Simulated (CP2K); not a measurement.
The system is CdSe.

```xyz
2
Lattice="4.3420 0.0000 0.0000 2.1710 3.7603 0.0000 2.1710 1.2534 3.5452" Properties=species:S:1:pos:R:3 pbc="T T T"
Cd    0.0000    0.0000    0.0000
Se    2.1710    1.2534    0.8863
```

Measurements of this composition are mostly on another form, of space group No. 186.

Program: CP2K 2026.2. Alike in all runs: task band structure; potentials or basis POTENTIAL_UZH Cd GTH-PBE-q12, Se GTH-PBE-q6; TZVP-MOLOPT-PBE-GTH basis; no spin polarisation; cell as given; k mesh 8 × 8 × 8; smearing fermi-dirac 0.05 eV.

Task: Order these runs on this cell by their band gap on the k mesh, lowest first.
A. level r2SCAN
B. level LDA
C. level PW91

Result: B (0.26 eV), C (0.52 eV), A (0.68 eV).

Caveats: the basis of atomic orbitals isn't converged, which shifts pressures, moduli and gaps.

Runs at the PBE level aren't shown here.
